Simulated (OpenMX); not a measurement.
Crystal: Pb.

```
Pb
1.0
     0.00000    2.47502    2.47502
     2.47502    0.00000    2.47502
     2.47502    2.47502    0.00000
Pb
1
Direct
  0.00000 0.00000 0.00000
```

Base run:

* Program: OpenMX 3.8.5
* Functional: PBE
* Potentials or basis: OpenMX 2013 PBE set, Pb8.0-s3p2d2f2, grid cutoff 500 Ry
* k mesh: 9 × 9 × 9
* Occupations: fermi-dirac, width 0.05 eV
* Spin: no spin polarisation

Its results: pressure 2.4 GPa.

The run is repeated on the same cell with these changes: potentials or basis from OpenMX 2013 PBE set, Pb8.0-s3p2d2f2, grid cutoff 500 Ry to OpenMX 2013 PBE set, Pb8.0-s3p2d2f1, grid cutoff 500 Ry; k mesh from 9 × 9 × 9 to 7 × 7 × 7. What comes out?

Pressure 3.4 GPa.

Caveats: the basis of atomic orbitals isn't converged, which shifts pressures, moduli and gaps.
